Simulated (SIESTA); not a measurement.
Crystal: I.

```
CELL_PARAMETERS angstrom
0.00000 2.36560 3.90984
2.19225 0.00000 3.90984
2.19225 2.36560 0.00000
ATOMIC_POSITIONS crystal
I 0.00000 0.00000 0.00000
```

```yaml
Program: SIESTA 5.4.2
Task: relaxation of cell and atoms
Functional: PBE
Potentials_or_basis: PseudoDojo 0.4 standard (PBE files)
Basis: DZP (energy shift 0.01 Ry)
Grid_cutoff: 500 Ry
Energy_shift: 0.01 Ry
k_mesh: 9 × 9 × 9
Occupations: fermi-dirac, width 0.05 eV
Spin: no spin polarisation
```

At the start: pressure -1.5 GPa; volume 40.55 Å³/atom.

**Question.** Where does the relaxation end?

**Answer.** Over 20 steps the energy falls by 25.0 meV/atom and the volume is 36.10 Å³/atom (-11.0 %); space group Fmmm (No. 69, to 0.05 Å).

The path:
```tsv
step	energy change (eV)	largest force (eV/Å)	pressure (GPa)	volume (Å³)
1	0.0000	0.0000	-1.50	40.55
2	-0.0090	0.0000	-0.37	39.17
3	-0.0022	0.0000	1.86	37.07
4	-0.0099	0.0000	0.06	38.72
5	-0.0167	0.0000	0.04	38.04
6	-0.0215	0.0000	0.05	37.36
7	-0.0241	0.0000	0.10	36.68
8	-0.0240	0.0000	0.19	35.99
9	-0.0243	0.0000	0.16	36.22
10	-0.0200	0.0000	-1.19	37.45
11	-0.0244	0.0000	-0.07	36.40
12	-0.0246	0.0000	-0.07	36.42
13	-0.0248	0.0000	-0.07	36.45
14	-0.0251	0.0000	-0.10	36.50
15	-0.0249	0.0000	-0.11	36.56
16	-0.0244	0.0000	-0.16	36.65
17	-0.0248	0.0000	-0.12	36.58
18	-0.0240	0.0000	0.71	35.45
19	-0.0250	0.0000	0.12	36.24
20	-0.0250	0.0000	0.02	36.10
```

Final structure:
```xyz
1
Lattice="0.0000 2.2893 3.5161 2.2426 0.0000 3.5161 2.2426 2.2893 0.0000" Properties=species:S:1:pos:R:3 pbc="T T T"
I     0.0000    0.0000    0.0000
```

Caveat: the basis of atomic orbitals isn't converged, which shifts pressures, moduli and gaps; an odd number of electrons without spin polarisation forces a metal; a magnetic or distorted state may lie lower.
